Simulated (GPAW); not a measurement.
A run of GPAW 26.7.0:

Contents of run.py:

```python
import json
import numpy as np
from ase.dft.bandgap import bandgap
from ase.io import read, write
from gpaw import GPAW, PW
from gpaw.response.g0w0 import G0W0

atoms = read('PbS.xyz')

calc = GPAW(mode=PW(450),
            xc='RPBE',
            kpts={'size': (4, 4, 4), 'gamma': True},
            occupations={'name': 'fermi-dirac', 'width': 0.001},
            nbands=19,
            convergence={'density': 1e-06},
            maxiter=150,
            txt='gpaw.txt')
atoms.calc = calc
energy = atoms.get_potential_energy()
calc.write('gs.gpw')
write('result.traj', atoms)
print(f'Energy: {energy:.6f} eV')
print('Fermi level:', round(calc.get_fermi_level(), 4), 'eV')
print(f'Gap: {bandgap(calc)[0]:.4f} eV, direct: {bandgap(calc, direct=True)[0]:.4f} eV')

calc.diagonalize_full_hamiltonian(nbands=122)
calc.write('full.gpw', mode='all')

ibz = calc.get_ibz_k_points()
gap, vbm, cbm = bandgap(calc, output=None)
gap, direct, _ = bandgap(calc, direct=True, output=None)
gamma = int(np.abs(ibz).sum(1).argmin())
kpts = sorted({gamma, vbm[1], cbm[1], direct[1]})
gw = G0W0(calc='full.gpw',
          filename='gw',
          ecut=100,
          ecut_extrapolation=True,
          relbands=(-2, 2),
          kpts=kpts,
          integrate_gamma='WS',
          ppa=True)
gw.calculate()
results = {mode: {key: np.asarray(r[key]).tolist() for key in ['f', 'eps', 'vxc', 'exx', 'sigma', 'Z', 'qp', 'sigma_eskn']}
           for mode, r in gw.all_results.items()}
json.dump({'kpts': ibz[kpts].tolist(), 'results': results}, open('gw.json', 'w'))
for mode, r in results.items():
    f, qp = np.array(r['f']), np.array(r['qp'])
    print(mode, 'quasiparticle energies (eV):')
    print(qp.round(3))
    print(mode, 'gap:', round(qp[f < 0.5].min() - qp[f > 0.5].max(), 4), 'eV')
```

The input PbS.xyz:

```xyz
2
Lattice="0.0000000000 2.9657500000 2.9657500000 2.9657500000 0.0000000000 2.9657500000 2.9657500000 2.9657500000 0.0000000000" Properties=species:S:1:pos:R:3 pbc="T T T"
Pb     0.0000000000      0.0000000000      0.0000000000
S      2.9657500000      2.9657500000      2.9657500000
```

Potentials or basis: the program's PAW data sets (release 1.2.1) made for this functional, pw.

Command:

```sh
$ OMP_NUM_THREADS=1 python run.py
```

Hardware: 1 thread of AMD EPYC 7B13 (Zen 3), with other jobs on the host.

**Question.** Estimate the wall time of this run.

**Answer.** It took 2.3 min on 1 thread of AMD EPYC 7B13 (Zen 3), on a shared host, peak memory 0.4 GiB. Counts: scf iterations 11, plane waves 1158, bands 19, k points 8.
